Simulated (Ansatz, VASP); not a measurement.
**GaN in two plane-wave programs**

Aim: how closely do two programs agree when they are given the same cell, functional and k mesh? The cell is taken from a series of VASP runs on this material, whose earlier steps may have relaxed, scaled or displaced it; both programs get it as it stands.

Method: plane waves, with VASP 6.6.1 beside it; band structure at PBE, band structure at LDA, spin-orbit coupling and dielectric response at LDA, in Ansatz 0.2.0.

## Step 1: Set-up

It takes space group P6_3mc (No. 186, hexagonal). Conventional cell: a = 3.197 Å, b = 3.197 Å, c = 5.207 Å, α = 90.00°, β = 90.00°, γ = 120.00°. Nearest to Ga lie 4 N at 1.95 to 1.96 Å. Nearest to N lie 4 Ga at 1.95 to 1.96 Å. Farther neighbours and most contacts between anions are not listed.

Structure file:

```cif
data_structure
_symmetry_space_group_name_H-M 'P 1'
_symmetry_Int_Tables_number 1
_cell_length_a 3.1972
_cell_length_b 3.1972
_cell_length_c 5.2070
_cell_angle_alpha 90.000
_cell_angle_beta 90.000
_cell_angle_gamma 120.000
_cell_volume 46.10
loop_
_atom_site_label
_atom_site_type_symbol
_atom_site_fract_x
_atom_site_fract_y
_atom_site_fract_z
_atom_site_occupancy
Ga1 Ga 0.33333 0.66667 0.09169 1
Ga2 Ga 0.66667 0.33333 0.59169 1
N3 N 0.33333 0.66667 0.46831 1
N4 N 0.66667 0.33333 0.96831 1
```

## Step 2: VASP: band structure, PBE

Levels along a path test the potential and the projectors away from the mesh points.

Lines of VASP's logs that name or quote its potential files are left out, and so is its time.

File INCAR:

```
SYSTEM = GaN
PREC = Accurate
ENCUT = 460
EDIFF = 1E-06
NELM = 100
ISMEAR = 0
SIGMA = 0.03
LREAL = .FALSE.
ALGO = Normal
GGA = PE
NBANDS = 32
LORBIT = 11
LWAVE = .FALSE.
LCHARG = .FALSE.
KPAR = 8
LASPH = .TRUE.
```

File POSCAR:

```
GaN
1.0
    3.1972000000      0.0000000000      0.0000000000
   -1.5986000000      2.7688564210      0.0000000000
    0.0000000000      0.0000000000      5.2070000000
Ga N
2 2
Direct
    0.3333333333      0.6666666667      0.0916875968
    0.6666666667      0.3333333333      0.5916875968
    0.3333333333      0.6666666667      0.4683124032
    0.6666666667      0.3333333333      0.9683124032
```

File KPOINTS:

```
Automatic mesh
0
Gamma
8 8 4
0 0 0
```

File KPOINTS_OPT:

```
Line mode
10
Line-mode
Reciprocal
  0.00000000   0.00000000   0.00000000 GAMMA
  0.50000000   0.00000000   0.00000000 M

  0.50000000   0.00000000   0.00000000 M
  0.33333333   0.33333333   0.00000000 K

  0.33333333   0.33333333   0.00000000 K
  0.00000000   0.00000000   0.00000000 GAMMA

  0.00000000   0.00000000   0.00000000 GAMMA
  0.00000000   0.00000000   0.50000000 A

  0.00000000   0.00000000   0.50000000 A
  0.50000000   0.00000000   0.50000000 L

  0.50000000   0.00000000   0.50000000 L
  0.33333333   0.33333333   0.50000000 H

  0.33333333   0.33333333   0.50000000 H
  0.00000000   0.00000000   0.50000000 A

  0.50000000   0.00000000   0.50000000 L
  0.50000000   0.00000000   0.00000000 M

  0.33333333   0.33333333   0.00000000 K
  0.33333333   0.33333333   0.50000000 H
```

The projector-augmented-wave data sets are Ga_d and N (PBE family, release 64).

Command:

```bash
$ mpirun -np 8 vasp_std
```

Numbers of over 12 decimals in the logs are rounded to 6 here.

What it wrote:

```text
[banner, memory and clock lines left out]
running    8 mpi-ranks, on    1 nodes
 distrk:  each k-point on    1 cores,    8 groups
 distr:  one band on    1 cores,    1 groups

 POSCAR found type information on POSCAR GaN
 POSCAR found :  2 types and       4 ions
|                                                                             |
|           W    W    AA    RRRRR   N    N  II  N    N   GGGG   !!!           |
|           W    W   A  A   R    R  NN   N  II  NN   N  G    G  !!!           |
|           W    W  A    A  R    R  N N  N  II  N N  N  G       !!!           |
|           W WW W  AAAAAA  RRRRR   N  N N  II  N  N N  G  GGG   !            |
|           WW  WW  A    A  R   R   N   NN  II  N   NN  G    G                |
|           W    W  A    A  R    R  N    N  II  N    N   GGGG   !!!           |
|                                                                             |
|     For optimal performance we recommend to set                             |
|       NCORE = 2 up to number-of-cores-per-socket                            |
|     NCORE specifies how many cores store one orbital (NPAR=cpu/NCORE).      |
|     This setting can greatly improve the performance of VASP for DFT.       |
|     The default, NCORE=1 might be grossly inefficient on modern             |
|     multi-core architectures or massively parallel machines. Do your        |
|     Unfortunately you need to use the default for GW and RPA                |
|     calculations (for HF NCORE is supported but not extensively tested      |
|     yet).                                                                   |
|                                                                             |

 LDA part: xc-table for (Slater+PW92), standard interpolation
 POSCAR, INCAR and KPOINTS ok, starting setup
 FFT: planning ... GRIDC
 FFT: planning ... GRID_SOFT
 FFT: planning ... GRID
 WAVECAR not read
 entering main loop
       N       E                     dE             d eps       ncg     rms          rms(c)
DAV:   1     0.285523977448E+03    0.28552E+03   -0.14949E+04  2376   0.192E+03
DAV:   2     0.107716018791E+02   -0.27475E+03   -0.25130E+03  1960   0.469E+02
DAV:   3    -0.271609984067E+02   -0.37933E+02   -0.37343E+02  2256   0.122E+02
DAV:   4    -0.282875318479E+02   -0.11265E+01   -0.11253E+01  2192   0.238E+01
DAV:   5    -0.283061540612E+02   -0.18622E-01   -0.18621E-01  2312   0.306E+00    0.109E+01
DAV:   6    -0.242696908957E+02    0.40365E+01   -0.69322E+00  3184   0.392E+01    0.321E+00
DAV:   7    -0.243385293318E+02   -0.68838E-01   -0.11055E+00  2056   0.713E+00    0.269E+00
DAV:   8    -0.243374138516E+02    0.11155E-02   -0.13531E-01  3016   0.349E+00    0.127E+00
DAV:   9    -0.243207111670E+02    0.16703E-01   -0.30377E-02  2920   0.262E+00    0.436E-01
DAV:  10    -0.243212057908E+02   -0.49462E-03   -0.53869E-03  2152   0.379E-01    0.171E-01
DAV:  11    -0.243211701078E+02    0.35683E-04   -0.13869E-04  3032   0.207E-01    0.775E-02
DAV:  12    -0.243211760863E+02   -0.59785E-05   -0.71502E-05  2608   0.638E-02    0.379E-02
DAV:  13    -0.243211710453E+02    0.50410E-05   -0.11026E-05  2392   0.238E-02    0.101E-02
DAV:  14    -0.243211710331E+02    0.12195E-07   -0.19141E-06  1976   0.712E-03
   1 F= -.24321171E+02 E0= -.24321171E+02  d E =-.421741E-22
 Start KPOINTS_OPT (optional k-point list driver)
k-point batch [1-30\90]
       N       E                     dE             ncg
DAV:   1     0.403743958010E+04   -0.24517E+05     2392
DAV:   2    -0.394493211787E+04   -0.79824E+04     1992
DAV:   3    -0.504127934912E+04   -0.10963E+04     2240
DAV:   4    -0.507370969005E+04   -0.32430E+02     2200
DAV:   5    -0.507420258071E+04   -0.49289E+00     2336
DAV:   6    -0.507422310094E+04   -0.20520E-01     2648
DAV:   7    -0.507422350033E+04   -0.39940E-03     2520
DAV:   8    -0.507422350606E+04   -0.57215E-05     1712
DAV:   9    -0.507422350629E+04   -0.23575E-06     1576
[...]
k-point batch [61-90\90]
       N       E                     dE             ncg
DAV:   1     0.412898118209E+04   -0.33544E+05     2360
DAV:   2    -0.397551655294E+04   -0.81045E+04     1936
DAV:   3    -0.512143737681E+04   -0.11459E+04     2264
DAV:   4    -0.515638541672E+04   -0.34948E+02     2240
DAV:   5    -0.515689576590E+04   -0.51035E+00     2240
DAV:   6    -0.515691663695E+04   -0.20871E-01     2760
DAV:   7    -0.515691710202E+04   -0.46507E-03     2392
DAV:   8    -0.515691710623E+04   -0.42046E-05     1992
DAV:   9    -0.515691710644E+04   -0.21375E-06     1456
```

From OUTCAR (step 2):

```text
ion  position               nearest neighbor table
   1  0.333  0.667  0.092-   4 1.95   4 1.95   4 1.95   3 1.96
   2  0.667  0.333  0.592-   3 1.95   3 1.95   3 1.95   4 1.96
   3  0.333  0.667  0.468-   2 1.95   2 1.95   2 1.95   1 1.96
   4  0.667  0.333  0.968-   1 1.95   1 1.95   1 1.95   2 1.96

  LATTYP: Found a hexagonal cell.
 ALAT       =     3.1972000000
 C/A-ratio  =     1.6286125360

 Subroutine GETGRP returns: Found 12 space group operations
 (whereof  6 operations were pure point group operations)

The static configuration has the point symmetry C_3v.
 The point group associated with its full space group is C_6v.

 Found     30 irreducible k-points:

   k-points           NKPTS =     30   k-points in BZ     NKDIM =     30   number of bands    NBANDS=     32

   dimension x,y,z NGX =    24 NGY =   24 NGZ =   36
   dimension x,y,z NGXF=    48 NGYF=   48 NGZF=   72

   ENCUT  =  460.0 eV  33.81 Ry    5.81 a.u.   5.59  5.59  9.11*2*pi/ulx,y,z

   NELECT =      36.0000    total number of electrons

 k-points in reciprocal lattice and weights: Automatic mesh
   0.00000000  0.00000000  0.00000000       0.004
   0.12500000  0.00000000  0.00000000       0.023
   0.25000000  0.00000000  0.00000000       0.023
   0.37500000  0.00000000  0.00000000       0.023
   0.50000000  0.00000000  0.00000000       0.012
   0.12500000  0.12500000  0.00000000       0.023
   0.25000000  0.12500000  0.00000000       0.047
   0.37500000  0.12500000  0.00000000       0.047
   0.25000000  0.25000000  0.00000000       0.023
[...]
0.25000000  0.25000000  0.50000000       0.023
   0.37500000  0.25000000  0.50000000       0.023

 average (electrostatic) potential at core
       1 -63.5885       2 -63.5885       3 -62.1322       4 -62.1322

 E-fermi :   5.4190

 k-point     1 :       0.0000    0.0000    0.0000
  band No.  band energies     occupation
    ...
     14       4.2027      2.00000
     15       4.2027      2.00000
     16       5.1846      2.00000
     17       5.2232      2.00000
     18       5.2232      2.00000
     19       7.0746      0.00000
     20       9.4177      0.00000
     21      14.3700      0.00000
     22      15.0652      0.00000
     23      15.0652      0.00000
    ...

 k-point     2 :       0.1250    0.0000    0.0000
  band No.  band energies     occupation
    ...
     14       3.1514      2.00000
     15       3.8966      2.00000
     16       4.0593      2.00000
     17       5.0307      2.00000
     18       5.0858      2.00000
     19       8.1281      0.00000
     20      10.2765      0.00000
     21      13.8160      0.00000
     22      14.3162      0.00000
     23      15.4377      0.00000
    ...

 k-point     3 :       0.2500    0.0000    0.0000
  band No.  band energies     occupation
    ...
     14       1.2679      2.00000
     15       2.3597      2.00000
     16       3.2654      2.00000
     17       4.5234      2.00000
     18       4.7327      2.00000
     19       9.4525      0.00000
     20      11.1025      0.00000
     21      12.5660      0.00000
     22      13.7117      0.00000
     23      15.3193      0.00000
    ...

  Total        0.8826772      0.8826772      0.9325531      0.0000000      0.0000000      0.0000000
  in kB       30.6799517     30.6799517     32.4135300      0.0000000      0.0000000      0.0000000
  external PRESSURE =      31.2578111 kB  Pullay stress =       0.0000000 kB

  energy-cutoff  :      460.00
  volume of cell :       46.10
      direct lattice vectors                 reciprocal lattice vectors
     3.197200000  0.000000000  0.000000000     0.312773677  0.180579967  0.000000000
    -1.598600000  2.768856421  0.000000000     0.000000000  0.361159933  0.000000000
     0.000000000  0.000000000  5.207000000     0.000000000  0.000000000  0.192049165

 POSITION                                       TOTAL-FORCE (eV/Angst)
 -----------------------------------------------------------------------------------
     -0.00000      1.84590      0.47742         0.000000     -0.000000     -0.004823
      1.59860      0.92295      3.08092        -0.000000      0.000000     -0.004823
     -0.00000      1.84590      2.43850        -0.000000      0.000000      0.004823
      1.59860      0.92295      5.04200         0.000000      0.000000      0.004823
 -----------------------------------------------------------------------------------
    total drift:                               -0.000000     -0.000000     -0.000464

  FREE ENERGIE OF THE ION-ELECTRON SYSTEM (eV)
  ---------------------------------------------------
  free  energy   TOTEN  =       -24.3211710331 eV

  energy  without entropy=      -24.3211710331  energy(sigma->0) =      -24.32117103

 total charge
# of ion       s       p       d       tot
------------------------------------------
    1        0.786   0.886  10.175  11.847
    2        0.786   0.886  10.175  11.847
    3        1.229   2.506   0.000   3.735
    4        1.229   2.506   0.000   3.735
--------------------------------------------------
tot          4.029   6.786  20.349  31.164

[... 3 further parts left out ...]
```

The run ends at a pressure of 3.13 GPa, with forces up to 0.0048 eV/Å.

## Step 3: Ansatz: band structure, PBE

Ansatz runs on its default PAW (the set named soft_2) files.

The same cell, functional, mesh and smearing now go to Ansatz, which takes its cutoff from its data sets.

File input.yaml:

```yaml
crystal:
  lattice:
    - [3.1972, 0.0, 0.0]
    - [-1.5986, 2.768856421, 0.0]
    - [0.0, 0.0, 5.207]
  atoms:
    - { symbol: Ga, position: [0.3333333333, 0.6666666667, 0.0916875968] }
    - { symbol: Ga, position: [0.6666666667, 0.3333333333, 0.5916875968] }
    - { symbol: "N", position: [0.3333333333, 0.6666666667, 0.4683124032] }
    - { symbol: "N", position: [0.6666666667, 0.3333333333, 0.9683124032] }
hamiltonian:
  xc: pbe
  pseudopotentials: { kind: paw }
kpoints:
  mp_grid: { grid: [8, 8, 4] }
  band_path:
    path:
      - [0.0, 0.0, 0.0]
      - [0.16667, 0.0, 0.0]
      - [0.33333, 0.0, 0.0]
      - [0.5, 0.0, 0.0]
      - [0.46296, 0.07407, 0.0]
      - [0.40741, 0.18519, 0.0]
      - [0.35185, 0.2963, 0.0]
      - [0.2963, 0.2963, 0.0]
      - [0.18519, 0.18519, 0.0]
      - [0.07407, 0.07407, 0.0]
      - [0.0, 0.0, 0.0]
      - [0.0, 0.0, 0.16667]
      - [0.0, 0.0, 0.33333]
      - [0.0, 0.0, 0.5]
      - [0.11111, 0.0, 0.5]
      - [0.33333, 0.0, 0.5]
      - [0.5, 0.0, 0.5]
      - [0.46296, 0.07407, 0.5]
      - [0.40741, 0.18519, 0.5]
      - [0.35185, 0.2963, 0.5]
      - [0.2963, 0.2963, 0.5]
      - [0.18519, 0.18519, 0.5]
      - [0.07407, 0.07407, 0.5]
      - [0.5, 0.0, 0.5]
      - [0.5, 0.0, 0.33333]
      - [0.5, 0.0, 0.16667]
      - [0.5, 0.0, 0.0]
      - [0.33333, 0.33333, 0.11111]
      - [0.33333, 0.33333, 0.27778]
      - [0.33333, 0.33333, 0.5]
    npoints: 1
scf:
  occupations: { method: gaussian, width: 0.03 }
  n_extra_bands: 8
output:
  forces: true
  stress: true
  eigenvalues: true
```

Command:

```bash
$ ansatz run input.yaml --threads 2 --pin off --max-ram 4608MiB --backend cpu --events-out ev --progress --plain --runs-dir out
```

What it wrote:

```text
scf.n_extra_bands = 8 over 18 filled bands (N_el = 36.0): the run solves 26 bands
Engine: ansatz 0.2.0, aarch64-unknown-linux-gnu
Pseudopotentials: kind: paw
Pseudopotential: Ga, paw, valence charge 13, recommended cutoff 420 eV (normal), Ga.paw.azcp
Pseudopotential: N, paw, valence charge 5, recommended cutoff 420 eV (normal), N.paw.azcp
Functional definition: PBE
  parameter kappa = 0.804
  parameter beta = 0.066725
  exchange = pbe_x(kappa = kappa, mu = beta*pi^2/3)
  correlation = pbe_c(beta = beta)
Crystal: 4 atoms, lattice volume = 46.095 Å³
Basis set: ecut = 420 eV, 917 PW (Γ), exchange–correlation on 48×48×72 points (8 copies of the dense FFT grid, shifted against one another)
Bands: 26, of which v1, the nominal top of the filled ones, is band 18 counted from 1 (17 counted from 0)
Symmetry: 12 space group operations
Space group: P63mc (ITA 186), of the structure as read, at distance tolerance 3.6e-5 Å
k-points: 30 of 256 (time reversal used)
Non-local potential: Ga, projectors of the file, l = 0: 2, l = 1: 2, l = 2: 3, l = 3: 1
Non-local potential: N, projectors of the file, l = 0: 2, l = 1: 2, l = 2: 1
PAW form: soft (Blöchl's): semilocal exchange-correlation on the pseudo side does not see the compensation charge
PAW one-centre angular grid: Ga, 590 points (default); XC on 64 Gauss nodes
PAW one-centre angular grid: N, 110 points (default); XC on 64 Gauss nodes
Initial density: superposition of atomic densities (neutral atoms: chi_scale 0, normalization atom), corrected by the library's trained network
Initial wavefunctions: pseudopotential atomic-orbital guess
Functional: x = pbe(κ = 0.804, μ = 0.219515), c = pbe(β = 0.066725)
SCF iter   1: F=—  HF=-8335.825654 eV  |F-HF|=—  |Δ(HF+E_count)|=         —  Δρ=8.48e-4  dr2=2.03e-4  ethr=1.77e-3  ⟨swp⟩=5.2  Hψ=3107  notcnv=0  defer=11
preconditioner: auto → Resta (q_TF=auto, 2.618 Å⁻¹)  ε∞=4.1  [insulator: Δε(μ)=1.837 eV  Ē_g=18.724 eV  σ=0.030 eV  W_gap=1.00  n_scr=22 (ndim 8)  ℏωp=32.8 eV  f_vac=0.010  D(μ)=0.00/eV (n_scr^D=0)  ε∞_Penn≈4.1]
SCF iter   2: F=—  HF=-8335.826238 eV  |F-HF|=—  |Δ(HF+E_count)|=   5.84e-4  Δρ=4.69e-4  dr2=5.91e-5  ethr=5.64e-7  ⟨swp⟩=2.1  Hψ=1561  notcnv=0  defer=29
SCF iter   3: F=—  HF=-8335.826346 eV  |F-HF|=—  |Δ(HF+E_count)|=   1.08e-4  Δρ=1.57e-4  dr2=5.78e-6  ethr=1.64e-7  ⟨swp⟩=2.0  Hψ=1241  notcnv=0  defer=29
SCF iter   4: F=—  HF=-8335.826351 eV  |F-HF|=—  |Δ(HF+E_count)|=   4.90e-6  Δρ=6.40e-5  dr2=1.13e-6  ethr=1.61e-8  ⟨swp⟩=2.0  Hψ=1241  notcnv=0  defer=29
SCF iter   5: F=—  HF=-8335.826352 eV  |F-HF|=—  |Δ(HF+E_count)|=   1.24e-6  Δρ=2.31e-5  dr2=1.87e-7  ethr=3.13e-9  ⟨swp⟩=2.3  Hψ=1059  notcnv=0  defer=29
SCF iter   6: F=-8335.826353 eV  HF=-8335.826353 eV  |F-HF|=8.03e-9  |Δ(HF+E_count)|=   4.13e-7  Δρ=3.90e-6  dr2=5.84e-9  ethr=2.78e-10  ⟨swp⟩=7.0  Hψ=3264  notcnv=0
SCF 1 converged in 6 iterations: F = -8335.826353 eV  dr2 = 5.84e-9
  greatest PAW one-centre occupation: 0.995 electrons in one spin orbital (limit 2), on the Ga atom at site 1 (counted from 0), in its partial waves of l = 2
NSCF: frozen V_eff on 30 k-points
SCF converged after 6 iterations
Free energy (F): -8335.826353 eV
Harris-Foulkes:  -8335.826353 eV  (|F-HF|=8.03e-9)
Internal energy: -8335.826353 eV  (E = F + TS)
E sigma→0 (E₀):  -8335.826353 eV
Fermi energy:    10.484013 eV
--- Per-component energies (eV) ---
  E_band       = -14.428466
  E_kinetic    = 493.837284
  E_local      = -3918.258744  (includes V_loc(G=0)·N_el)
  E_nonlocal   = 948.785385
  E_hartree    = 1802.153208
  E_xc         = -257.404862
  E_vxc        = -268.028656  (∫ρ·V_xc dr)
  E_paw        = -4240.865515  (= ΣΔE_a)
  E_vpaw       = -875.071004  (= ΣTr[D̂ρ^β])
  E_aug_tail   = 0.000104  (compensation charges beyond the density's cutoff)
  E_ewald      = -3164.073212
  E_smearing   = -0.000000  (= −TS)
  E_closure    = -0.000000  (closes the sum)
  Σ components = -8335.826353   (vs F -8335.826353, Δ=0.00e0)
--- Forces (eV/Å), atoms counted from 1 ---
  atom   1  Ga    -0.00000000    -0.00000000    -0.00542763
  atom   2  Ga     0.00000000     0.00000000    -0.00542763
  atom   3  N      0.00000000    -0.00000000     0.00541864
  atom   4  N      0.00000000     0.00000000     0.00541864
  max |Σ_I F_I| component: 1.80e-5 eV/Å
--- Stress (GPa, compression-positive) ---
        3.578807       0.000000       0.000000
        0.000000       3.578807      -0.000000
       -0.000000       0.000000       3.701315
  P = ⅓ Tr σ = 3.6196 GPa (36.196 kbar)
--- Band table (eV; the first three rows and the last of 30) ---
  k-point 0: bands = [... 14 lower, 8.5400, 9.5223, 9.5619, 9.5619, 11.4058, 13.7568, 18.6997, 19.4102, ... 4 higher]
  k-point 1: bands = [... 14 lower, 8.6836, 8.6836, 9.4058, 9.4058, 12.6140, 13.8624, 18.3106, 19.0488, ... 4 higher]
  k-point 2: bands = [... 14 lower, 9.0386, 9.0386, 9.0386, 9.0386, 13.7477, 13.7477, 17.9862, 17.9862, ... 4 higher]
  k-point 29: bands = [... 14 lower, 5.7054, 5.7054, 8.0716, 8.0716, 15.5546, 15.5546, 17.2432, 17.2432, ... 4 higher]
```

Run time: 3.9 s. Hardware: 2 threads of Arm Neoverse V1, shared host; peak memory 0.33 GiB; 6.3 s of CPU time.

Reading the cycles: dr2 is the Hartree energy of the density residual (eV), the measure of convergence; HF is the Harris–Foulkes estimate of the energy, which meets the free energy F at convergence.

## Step 4: Differences

Known differences besides the potentials themselves: the cutoff is 420 eV in Ansatz and 460 eV in VASP. Total energies have different zeros and are not compared.

Compared:

| quantity | Ansatz | VASP | difference |
| --- | --- | --- | --- |
| pressure (GPa) | 3.62 | 3.13 | +0.49 |
| pressure without Ansatz's Pulay correction (GPa) | 3.11 | 3.13 | -0.02 |
| gap over the path points (eV) | 1.844 | 1.851 | -0.008 |

Levels at points of the path, from each program's valence-band top (eV; 4 filled, then empty):

| k (reciprocal lattice) | Ansatz | VASP |
| --- | --- | --- |
| 0.000 0.000 0.000 | -1.02 -0.04 0.00 0.00 1.84 4.20 9.14 | -1.02 -0.04 0.00 0.00 1.85 4.19 9.15 |
| 0.167 0.000 0.000 | -1.73 -1.52 -0.32 -0.24 3.37 5.47 8.12 | -1.73 -1.52 -0.32 -0.24 3.38 5.47 8.12 |
| 0.333 0.000 0.000 | -3.89 -2.35 -1.25 -0.74 4.82 5.69 6.69 | -3.88 -2.35 -1.24 -0.74 4.82 5.69 6.70 |
| 0.500 0.000 0.000 | -4.16 -2.71 -2.17 -0.99 5.04 5.50 6.03 | -4.16 -2.71 -2.17 -0.98 5.04 5.50 6.03 |
| 0.463 0.074 0.000 | -4.12 -2.95 -2.20 -1.20 5.41 5.72 5.97 | -4.12 -2.95 -2.20 -1.20 5.41 5.72 5.97 |
| 0.407 0.185 0.000 | -4.28 -3.50 -2.37 -2.01 5.54 6.69 6.86 | -4.28 -3.50 -2.37 -2.01 5.55 6.70 6.87 |
| 0.352 0.296 0.000 | -5.07 -3.14 -2.76 -2.63 5.20 7.54 7.82 | -5.07 -3.14 -2.76 -2.63 5.20 7.54 7.82 |
| 0.296 0.296 0.000 | -4.73 -3.41 -2.53 -2.49 5.29 7.32 7.89 | -4.73 -3.41 -2.53 -2.49 5.29 7.32 7.89 |
| 0.185 0.185 0.000 | -4.04 -2.71 -1.24 -1.08 5.25 6.78 7.23 | -4.04 -2.71 -1.24 -1.08 5.25 6.78 7.23 |
| 0.074 0.074 0.000 | -1.54 -1.05 -0.20 -0.18 2.94 5.11 8.74 | -1.54 -1.05 -0.20 -0.18 2.95 5.11 8.75 |

Among the levels compared at these points, filled levels agree within 3 meV and empty ones within 10 meV. Ansatz's pressure holds a Pulay correction of 0.51 GPa; VASP's holds none.

[end of part 1 of 2]

[Lines on the potential files, build, host, timing and source positions are cut from VASP's logs without a mark.]

[Logs are printed without paths, hosts, clocks, repeated set-up lines and the standing remarks that a program may print on its own settings, such as how far it seeks lower states.]

[Hosts, paths, dates, database ids (printed as entryN), source tags and the programs' standing remarks are cut or masked in the printed files.]
